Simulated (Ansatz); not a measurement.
**C under strains and displacements**

All numbers below come from Ansatz, DFT PBEsol, scalar-relativistic, plane waves, PAW.

Plane waves to 420 eV, a k mesh through Γ of 12×12×12 on the computed 2-atom cell and Gaussian smearing (0.02 eV); no spin polarisation.

Reference cell:

```yaml
crystal:
  lattice:
    - [0.00000, 1.78340, 1.78340]
    - [1.78340, 0.00000, 1.78340]
    - [1.78340, 1.78340, 0.00000]
  atoms:
    - { symbol: C, position: [0.50000, 0.50000, 0.50000] }
    - { symbol: C, position: [0.75000, 0.75000, 0.75000] }
```

Each variant moves atoms of this cell by the vectors given, if any (Å), and then applies a symmetric strain (tensor components, Cartesian axes). The reference cell isn't relaxed at this level. Energies are per atom at zero smearing, counted from the lowest variant. Pressure is positive in compression.

1. strain (xx yy zz yz xz xy, %) -3.34 2.66 -3.34 0.00 0.00 0.00
2. strain (xx yy zz yz xz xy, %) 3.46 3.46 3.46 0.00 0.00 0.00
3. strain (xx yy zz yz xz xy, %) -1.69 7.31 -1.69 0.39 -4.05 0.39; moves: C1 (0.061, -0.049, 0.061); C2 (-0.061, 0.049, -0.061)
4. strain (xx yy zz yz xz xy, %) 0.62 4.71 -0.19 1.20 -0.74 -2.70; moves: C1 (-0.095, 0.087, 0.214); C2 (0.095, -0.087, -0.214)
5. strain (xx yy zz yz xz xy, %) 1.59 0.68 1.33 -0.19 -1.00 0.84; moves: C1 (0.022, -0.020, -0.004); C2 (-0.022, 0.020, 0.004)
6. strain (xx yy zz yz xz xy, %) 4.08 4.08 4.08 0.00 0.00 0.00
7. strain (xx yy zz yz xz xy, %) -1.24 -1.24 -1.24 0.00 0.00 0.00

```tsv
result	ΔE (meV/atom)	P (GPa)	largest force (eV/Å)	gap on mesh (eV)
A	50.1	-18.08	2.18	2.85
B	43.0	14.75	0.00	3.36
C	0.0	12.58	0.00	4.13
D	119.8	-46.18	0.00	3.77
E	1019.0	29.10	6.89	0
F	88.6	-41.20	0.00	3.81
G	443.6	-12.92	4.86	0
```

Which variant gave which result?

A is 5, B is 1, C is 7, D is 6, E is 4, F is 2, G is 3.

The smearing is narrow for a metal on this mesh.